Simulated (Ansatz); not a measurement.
**TiAl: a listed cell, distorted in several ways**

A set of self-consistent runs on TiAl under random distortions, distortions that keep the symmetry, other functionals, to map its energy surface near the listed cell.

Computed with Ansatz 0.2.0 (DFT PBE, scalar-relativistic, plane waves, PAW, unless a step's input says otherwise).

### Step 1. The starting structure

The structure is cubic, space group Pm-3m (No. 221). The conventional cell has a = 3.179 Å, b = 3.179 Å, c = 3.179 Å, α = 90.00°, β = 90.00°, γ = 90.00°. Ti (site symmetry m-3m) has 8 Al at 2.75 Å as nearest neighbours. Around Al (site symmetry m-3m) lie 8 Ti at 2.75 Å.

As a file:

```cif
data_structure
_symmetry_space_group_name_H-M 'P 1'
_symmetry_Int_Tables_number 1
_cell_length_a 3.1791
_cell_length_b 3.1791
_cell_length_c 3.1791
_cell_angle_alpha 90.000
_cell_angle_beta 90.000
_cell_angle_gamma 90.000
_cell_volume 32.13
loop_
_atom_site_label
_atom_site_type_symbol
_atom_site_fract_x
_atom_site_fract_y
_atom_site_fract_z
_atom_site_occupancy
Ti1 Ti 0.00000 0.00000 0.00000 1
Al1 Al 0.50000 0.50000 0.50000 1
```

The structure comes from the Materials Project (structure only).

### Step 2. A change within the space group

The change: strain xx, yy, zz, yz, xz, xy = +0.7, +0.7, +0.7, +0.0, +0.0, +0.0 %.

Contents of input.yaml:

```yaml
crystal:
  lattice:
    - [3.2015717731, 0.0, 0.0]
    - [0.0, 3.2015717731, 0.0]
    - [0.0, 0.0, 3.2015717731]
  atoms:
    - { symbol: Ti, position: [0.0, 0.0, 0.0] }
    - { symbol: Al, position: [0.5, 0.5, 0.5] }
basis:
  ecutwfc: 420
kpoints:
  mp_grid: { grid: [14, 14, 14] }
hamiltonian:
  xc: pbe
scf:
  occupations: { method: gaussian, width: 0.1 }
output:
  forces: true
  stress: true
  eigenvalues: true
```

Started as:

```sh
ansatz run input.yaml --threads 1 --pin off --max-ram 1331MiB --backend cpu --events-out ev --progress --plain --runs-dir out
```

### Step 3. A distortion that keeps the symmetry

Changes to input.yaml since step 2:

```diff
@@ -2,5 +2,5 @@
   lattice:
-    - [3.2015717731, 0.0, 0.0]
-    - [0.0, 3.2015717731, 0.0]
-    - [0.0, 0.0, 3.2015717731]
+    - [3.3306099809, 0.0, 0.0]
+    - [0.0, 3.3306099809, 0.0]
+    - [0.0, 0.0, 3.3306099809]
   atoms:
@@ -20 +20,2 @@
   eigenvalues: true
+  populations: true
```

### Step 4. A random distortion, cell strained

Contents of input.yaml:

```yaml
crystal:
  lattice:
    - [3.2531044006, 0.0370360956, -0.09537192]
    - [0.0370360956, 3.3379854094, 0.0524863466]
    - [-0.09537192, 0.0524863466, 3.3436759339]
  atoms:
    - { symbol: Ti, position: [0.0080212289, 0.0005001472, 0.0049448517] }
    - { symbol: Al, position: [0.4919787711, 0.4994998528, 0.4950551483] }
basis:
  ecutwfc: 420
kpoints:
  mp_grid: { grid: [12, 12, 12] }
hamiltonian:
  xc: pbe
scf:
  occupations: { method: gaussian, width: 0.1 }
output:
  forces: true
  stress: true
  eigenvalues: true
  populations: true
```

### Step 5. A distortion that keeps the symmetry

Contents of input.yaml:

```yaml
crystal:
  lattice:
    - [3.223221199, 0.0, 0.0]
    - [0.0, 3.223221199, 0.0]
    - [0.0, 0.0, 3.223221199]
  atoms:
    - { symbol: Ti, position: [0.0, 0.0, 0.0] }
    - { symbol: Al, position: [0.5, 0.5, 0.5] }
basis:
  ecutwfc: 420
kpoints:
  mp_grid: { grid: [14, 14, 14] }
hamiltonian:
  xc: pbe
scf:
  occupations: { method: gaussian, width: 0.1 }
output:
  forces: true
  stress: true
  eigenvalues: true
  populations: true
```

### Step 6. Functional and cell changed: r2SCAN

Contents of input.yaml:

```yaml
crystal:
  lattice:
    - [3.2735139914, 0.0, 0.0]
    - [0.0, 3.2735139914, 0.0]
    - [0.0, 0.0, 3.2735139914]
  atoms:
    - { symbol: Ti, position: [0.0, 0.0, 0.0] }
    - { symbol: Al, position: [0.5, 0.5, 0.5] }
basis:
  ecutwfc: 500
kpoints:
  mp_grid: { grid: [14, 14, 14] }
hamiltonian:
  xc: r2scan
scf:
  occupations: { method: gaussian, width: 0.1 }
output:
  forces: true
  stress: true
  eigenvalues: true
  populations: true
```

### Step 7. A change within the space group

Contents of input.yaml:

```yaml
crystal:
  lattice:
    - [3.2224582236, 0.0, 0.0]
    - [0.0, 3.2224582236, 0.0]
    - [0.0, 0.0, 3.2224582236]
  atoms:
    - { symbol: Ti, position: [0.0, 0.0, 0.0] }
    - { symbol: Al, position: [0.5, 0.5, 0.5] }
basis:
  ecutwfc: 420
kpoints:
  mp_grid: { grid: [14, 14, 14] }
hamiltonian:
  xc: pbe
scf:
  occupations: { method: gaussian, width: 0.1 }
output:
  forces: true
  stress: true
  eigenvalues: true
  populations: true
```

### Step 8. Functional and cell changed: LDA

Changes to input.yaml since step 7:

```diff
@@ -2,5 +2,5 @@
   lattice:
-    - [3.2224582236, 0.0, 0.0]
-    - [0.0, 3.2224582236, 0.0]
-    - [0.0, 0.0, 3.2224582236]
+    - [3.2591446222, 0.0, 0.0]
+    - [0.0, 3.2591446222, 0.0]
+    - [0.0, 0.0, 3.2591446222]
   atoms:
@@ -13,3 +13,3 @@
 hamiltonian:
-  xc: pbe
+  xc: lda
 scf:
```

### Step 9. A random distortion, cell strained

Contents of input.yaml:

```yaml
crystal:
  lattice:
    - [3.2769473806, -0.0594802874, -0.0043553177]
    - [-0.0594802874, 3.1890780516, 0.0201552658]
    - [-0.0043553177, 0.0201552658, 3.1741046602]
  atoms:
    - { symbol: Ti, position: [0.006335198, 0.0238718063, -0.0194774311] }
    - { symbol: Al, position: [0.493664802, 0.4761281937, 0.5194774311] }
basis:
  ecutwfc: 420
kpoints:
  mp_grid: { grid: [12, 12, 12] }
hamiltonian:
  xc: pbe
scf:
  occupations: { method: gaussian, width: 0.1 }
output:
  forces: true
  stress: true
  eigenvalues: true
```

Q: Predict the outcome of this session. Wanted: for each run, case; energy; pressure; largest force.

**Answer**, as computed:

```
step                                  case  energy (meV/atom)  pressure (GPa)  largest force (eV/Å)  gap on the mesh (eV)
   2       a change within the space group               +0.0            -1.6                  0.00                  0.00
   3  a distortion that keeps the symmetry              +90.1           -11.3                  0.00                  0.00
   4    a random distortion, cell strained             +85.9*            -9.5                  0.31                  0.00
   5  a distortion that keeps the symmetry               +5.5            -3.6                  0.00                  0.00
   6   functional and cell changed: r2SCAN                n/a            -9.5                  0.00                  0.00
   7       a change within the space group               +5.2            -3.5                  0.00                  0.00
   8      functional and cell changed: LDA                n/a           -12.3                  0.00                  0.00
   9    a random distortion, cell strained             +68.7*            -0.9                  1.28                  0.00
```

Energies are counted from step 2, with the smearing taken to zero; a star marks another k mesh, which can shift energies by itself, so starred rows don't rank against the others. Other atoms or functionals have another zero of energy (n/a). A gap of 0.00 means none on the mesh at this level.

Among the distorted cells of the listed formula and level the largest force, 1.28 eV/Å, comes in step 9, shared by 2 atoms. The distorted cells of the listed formula and level show no gap on the mesh.
